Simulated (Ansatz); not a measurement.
# BP at 18 GPa: from Born charge to LO–TO splitting and polaron coupling

All numbers below come from Ansatz, DFT PBE, scalar-relativistic, plane waves, PAW. Cutoff 420 eV, 10×10×10 k-points (Γ-centred), fixed occupations. No spin polarisation. Phonons by linear response, acoustic sum rule imposed.

The cell, relaxed at 18 GPa:
```cif
data_structure
_symmetry_space_group_name_H-M 'F-43m'
_symmetry_Int_Tables_number 216
_cell_length_a 4.4093
_cell_length_b 4.4093
_cell_length_c 4.4093
_cell_angle_alpha 90.000
_cell_angle_beta 90.000
_cell_angle_gamma 90.000
_cell_volume 85.73
loop_
_atom_site_label
_atom_site_type_symbol
_atom_site_symmetry_multiplicity
_atom_site_Wyckoff_symbol
_atom_site_fract_x
_atom_site_fract_y
_atom_site_fract_z
_atom_site_occupancy
B1 B 4 a 0.00000 0.00000 0.00000 1
P1 P 4 c 0.25000 0.25000 0.25000 1
```

Linear response gives ν_TO = 877.2 cm⁻¹, Born charges ±0.799 e (positive on P) and ε∞ = 9.139. The primitive cell holds 21.431 Å³, and the masses are 10.810 and 30.974 amu.

Q: Find ν_LO and the static dielectric constant.

A: The long-wave field adds a restoring force: ω_LO² − ω_TO² = Z*²e²/(ε_vac ε∞ μV). In these units ν_LO² − ν_TO² = 4.92064×10⁷ Z*²/(μ V ε∞) cm⁻², with μ = m₁m₂/(m₁ + m₂) = 8.013 amu: 20021 cm⁻². So ν_LO = √(877.2² + 20021) = 888.6 cm⁻¹, and the run gives 888.6. Lyddane–Sachs–Teller then gives ε0 = ε∞ (ν_LO/ν_TO)² = 9.38, against 9.38 in the run (it forms both from the same three quantities, so the match checks the arithmetic only). Between ν_TO and ν_LO the dielectric function is negative and an undamped crystal reflects fully: a reststrahlen band from 11.3 to 11.4 μm.

Q: What do the Clausius–Mossotti polarisability and the Szigeti charge come to?

A: With the Lorentz local field, α = (3V/4π)(ε∞ − 1)/(ε∞ + 2) = 3.74 Å³ for the pair, and e_S = 3Z*/(ε∞ + 2) = 0.22 e. The Born charge includes the electrons' response to the dipole's own local field, and e_S takes that enhancement out. The Lorentz field assumes point-like polarisable ions, a poor picture once ε∞ is this large, since the electron clouds then overlap or are shared, so both numbers are formal here.

Q: How strongly does a slow electron couple to the LO mode?

A: For one isotropic parabolic band, Fröhlich's constant is α_F = (1/ε∞ − 1/ε0) √(m* Ry/ħω_LO), with Ry = 13.606 eV, ħω_LO = 110.2 meV and m* in free-electron masses: α_F = 0.0028 × 11.11 × √m* = 0.03 √m*. The band mass isn't part of this run; for m* = 0.1, 0.3 and 1 it gives 0.01, 0.02, 0.03. In weak coupling the polaron lies α_F ħω_LO below the band edge (2 meV at m* = 0.3) with a mass m*(1 + α_F/6); past α_F of about 5 or 6 that expansion fails. A semilocal functional's ε∞ tends to be too large, which taken alone lowers α_F.

Cost: 1 run of about 0.44 core-minutes, on Arm Neoverse V1 (shared hosts).

BP responds here as a nearly covalent crystal: the lattice adds little to the electronic screening, raising the dielectric constant only from 9.139 to 9.38. The Born charge of 0.799 e is not negligible, but its field is strongly screened and acts on an already very stiff optical mode. That stiffness comes from short, directional sp³ bonds, so the LO–TO splitting stays small; the light boron atom raises both frequencies but does not reduce the splitting.

The positive charge on P reverses the usual III–V polarity and the order expected from electronegativity. Boron has no p shell in its core, so its 2p orbitals are compact and compete well for the bond charge. The sign probably reflects how this charge shifts as the atoms move, and it should not be read as a static ionic charge or an oxidation state.

The weak Fröhlich coupling argues against a large polaron effect from the long-range polar field. It does not imply weak electron–phonon coupling overall, since deformation-potential scattering by acoustic and optical modes is a separate, short-range contribution.
